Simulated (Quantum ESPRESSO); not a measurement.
**Ni: changing the pressure**

The cell as given:

It takes space group P6_3/mmc (No. 194, hexagonal). The conventional cell has a = 2.448 Å, b = 2.448 Å, c = 4.073 Å, α = 90.00°, β = 90.00°, γ = 120.00°. Ni (site symmetry -6m2) is surrounded by 12 Ni at 2.45 to 2.48 Å.

This isn't the form of Ni at room conditions, which is fcc.

Kept alike: task relaxation of cell and atoms; functional PBEsol; k mesh 10 × 10 × 6; occupations fermi-dirac, width 0.05 eV; collinear spin, ferromagnetic start. Program: Quantum ESPRESSO, GBRV 1.5 PBEsol, cutoff 707 eV. The mesh is that of the run's cell of 2 atoms. No spin-orbit coupling.

| run | volume (Å³/atom) | first edge of the run's cell (Å) | third edge of the run's cell (Å) | largest site moment (μB) |
| --- | --- | --- | --- | --- |
| A | 9.683 | 2.390 | 3.914 | 0.70 |
| B | 10.418 | 2.449 | 4.012 | 0.72 |
| C | 10.013 | 2.417 | 3.959 | 0.71 |
| D | 10.329 | 2.442 | 4.001 | 0.71 |
| E | 10.204 | 2.432 | 3.984 | 0.71 |
| F | 9.406 | 2.367 | 3.876 | 0.70 |

The relaxations keep at least the cell's symmetry (P6_3/mmc). For a metal such a mesh leaves the last digits unconverged. The runs follow the start's structure, whether or not it is the stable one at these pressures. P is the pressure aimed at, which the runs meet within some hundredths to tenths of a GPa. The runs hold the magnetic state that their start led to, which needn't be the lowest. Site moments count inside each atom's sphere or projector.

**Question.** The runs differ in the pressure alone: 0; 2; 5; 10; 20; 30 GPa. Which run is which?

**Answer.** Run A is 20 GPa; run B is 0 GPa; run C is 10 GPa; run D is 2 GPa; run E is 5 GPa; run F is 30 GPa. The volume falls from 10.418 to 9.406 Å³/atom between 0 and 30 GPa. The volume falls ever more slowly, since the solid stiffens under load. At the pressures aimed at, which the runs meet within some tenths of a GPa, the step from 0 to 5 GPa gives a mean bulk modulus near 241 GPa, the last step 345 GPa. The first edge of the run's cell falls from 2.449 to 2.367 Å between 0 and 30 GPa. The third edge of the run's cell falls from 4.012 to 3.876 Å between 0 and 30 GPa. The largest site moment falls from 0.72 to 0.70 μB between 0 and 30 GPa.
